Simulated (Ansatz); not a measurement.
# Nickel, hcp: HSE06 at the PBE geometry

How do the levels change when part of the exchange is made exact, and what does it cost? Spin polarisation is left out, though the real metal is magnetic, so these are not its levels. The cell comes from an earlier PBE relaxation. Exact exchange is dear, so the k-mesh is coarse, and PBE is run on the same mesh for comparison.

Method: DFT, plane waves (420 eV) with PBE-made PAW files, scalar-relativistic; functionals as named at each step, in Ansatz 0.2.0.

## 1. Starting point

Symmetry: P6_3/mmc, No. 194, hexagonal system. Conventional cell: a = 2.482 Å, b = 2.482 Å, c = 4.083 Å, α = 90.00°, β = 90.00°, γ = 120.00°. Ni (site symmetry -6m2) has 12 Ni at 2.48 to 2.49 Å as nearest neighbours.

Structure file:

```cif
data_structure
_symmetry_space_group_name_H-M 'P 1'
_symmetry_Int_Tables_number 1
_cell_length_a 2.4824
_cell_length_b 2.4824
_cell_length_c 4.0826
_cell_angle_alpha 90.000
_cell_angle_beta 90.000
_cell_angle_gamma 120.000
_cell_volume 21.79
loop_
_atom_site_label
_atom_site_type_symbol
_atom_site_fract_x
_atom_site_fract_y
_atom_site_fract_z
_atom_site_occupancy
Ni1 Ni 0.33333 0.66667 0.25000 1
Ni2 Ni 0.66667 0.33333 0.75000 1
```

## 2. PBE, coarse mesh

The run with PBE.

input.yaml reads:

```yaml
crystal:
  lattice:
    - [2.4824367543, 0.0, 0.0]
    - [-1.2412183772, 2.1498532925, 0.0]
    - [0.0, 0.0, 4.0826416159]
  atoms:
    - { symbol: Ni, position: [0.3333333333, 0.6666666667, 0.25] }
    - { symbol: Ni, position: [0.6666666667, 0.3333333333, 0.75] }
hamiltonian:
  xc: pbe
  pseudopotentials:
    kind: paw
    azcp:
      Ni: "pseudopotentials/Ni.paw.azcp"
basis:
  ecutwfc: 420
  fft_grid_basis: typed
kpoints:
  mp_grid: { grid: [7, 7, 4], shift: [0, 0, 0] }
magnetization:
  spin_polarized: false
scf:
  occupations: { method: fermi_dirac, width: 0.1 }
```

On the command line:

```bash
ansatz run input.yaml --threads 4 --pin off --max-ram 8192MiB --backend cpu --events-out ev --progress --plain --runs-dir out
```

## 3. HSE06, coarse mesh

The run with HSE06.

Changes to input.yaml since step 2:

```diff
@@ -9,3 +9,3 @@
 hamiltonian:
-  xc: pbe
+  xc: hse06
   pseudopotentials:
```

(Steps that only read results are left out.)

**Question.** What will these runs give? Wanted: PBE: gap; HSE06: gap.

As calculated:

| quantity | value |
| --- | --- |
| PBE: gap | none (levels filled in part) |
| HSE06: gap | none (levels filled in part) |
| HSE06: SCF cycles, exchange loops | 22, 2 |
| HSE06: CPU time over that of PBE | 18 |

Neither PBE nor HSE06 shows a clean gap on this mesh. The hybrid took 18 times as much CPU time as PBE on the same settings. HSE06 needed 2 outer loops of the exchange operator. Absolute energies differ from functional to functional, by eV per atom at times, and say nothing by themselves.
